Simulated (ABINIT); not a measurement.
Crystal: LiCl.

```xyz
2
Lattice="0.0000 2.5648 2.5648 2.5648 0.0000 2.5648 2.5648 2.5648 0.0000" Properties=species:S:1:pos:R:3 pbc="T T T"
Cl    2.5648    2.5648    2.5648
Li    0.0000    0.0000    0.0000
```

Base run:

* Program: ABINIT 10.8.3 (patched build)
* Functional: PBEsol
* Potentials or basis: JTH PAW PBE v2.0
* Cutoff: 680 eV
* k mesh: 9 × 9 × 9
* Occupations: fermi-dirac, width 0.05 eV
* Spin: no spin polarisation

Its results: band gap on the k mesh 6.12 eV, direct; pressure -1.3 GPa.

Task: The run is repeated on the same cell with these changes: functional from PBEsol to revPBE. What comes out?

Result: Band gap on the k mesh 6.52 eV, direct; pressure 2.1 GPa.

revPBE binds less tightly than PBEsol, so the same cell stands under more pressure.

Caveats: the PAW data sets were made with another functional, which shifts forces and pressure a little.
